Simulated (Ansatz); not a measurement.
MoS2:

```
CELL_PARAMETERS angstrom
3.16900 0.00000 0.00000
-1.58450 2.74443 0.00000
0.00000 0.00000 12.32400
ATOMIC_POSITIONS crystal
Mo 0.66667 0.33333 0.75000
Mo 0.33333 0.66667 0.25000
S 0.66667 0.33333 0.37700
S 0.33333 0.66667 0.87700
S 0.66667 0.33333 0.12300
S 0.33333 0.66667 0.62300
```

Program: Ansatz 0.2.0. Alike in all runs: task band structure; potentials or basis Ansatz PAW; no spin polarisation; cell as given; k mesh 10 × 10 × 3; smearing fermi-dirac 0.05 eV.

Problem. Order these runs on this cell by their pressure, lowest first.
A. level r2SCAN; cutoff (eV) 500
B. level PBEsol; cutoff (eV) 420
C. level RPBE; cutoff (eV) 420
D. level BLYP; cutoff (eV) 420
E. level LDA; cutoff (eV) 420

Solution. E (-5.7 GPa), B (-3.0 GPa), A (0.8 GPa), C (4.7 GPa), D (9.4 GPa).

Caveats: the PAW data sets come from PBE, with cores solved anew for the run's functional, which leaves a small shift of forces and pressure; this functional lacks dispersion, which binds the layers, so the pressure and a relaxed spacing across them are unreliable (some runs).

Runs at the PBE level aren't shown here.
